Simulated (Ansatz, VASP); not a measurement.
## Al2Cu in VASP and in Ansatz

```xyz
3
Lattice="-2.0445 2.0445 2.8909 2.0445 -2.0445 2.8909 2.0445 2.0445 -2.8909" Properties=species:S:1:pos:R:3 pbc="T T T"
Al    0.0000    2.0445    1.4454
Al    2.0445    0.0000    1.4454
Cu    0.0000    0.0000    2.8909
```

Alike in both runs: functional PBE; k mesh 16 × 16 × 16; occupations gaussian, width 0.1 eV; no spin polarisation.

Ansatz relaxed the structure, and its values are those at the end. VASP's run is a single point on that final structure, the one shown.

```csv
,VASP,Ansatz
version,VASP 6.6.1,Ansatz 0.2.0
potentials or method,"VASP PAW PBE potentials, release 64 (Al, Cu)","scalar-relativistic, plane waves, PAW"
plane-wave cutoff (eV),520,420
valence electrons in the cell,17,25
```

|  | VASP | Ansatz | Ansatz less VASP |
| --- | --- | --- | --- |
| gap on the k mesh at the Fermi level (eV) | none | none | - |
| pressure (GPa) | 0.1 | 0.1 | -0.08 |

A gap of «none» marks a metal or a gap that the smearing closes. With one functional, cell and mesh, what is left measures potentials, basis and numerics. The two sets of potentials don't hold the same shells in valence.
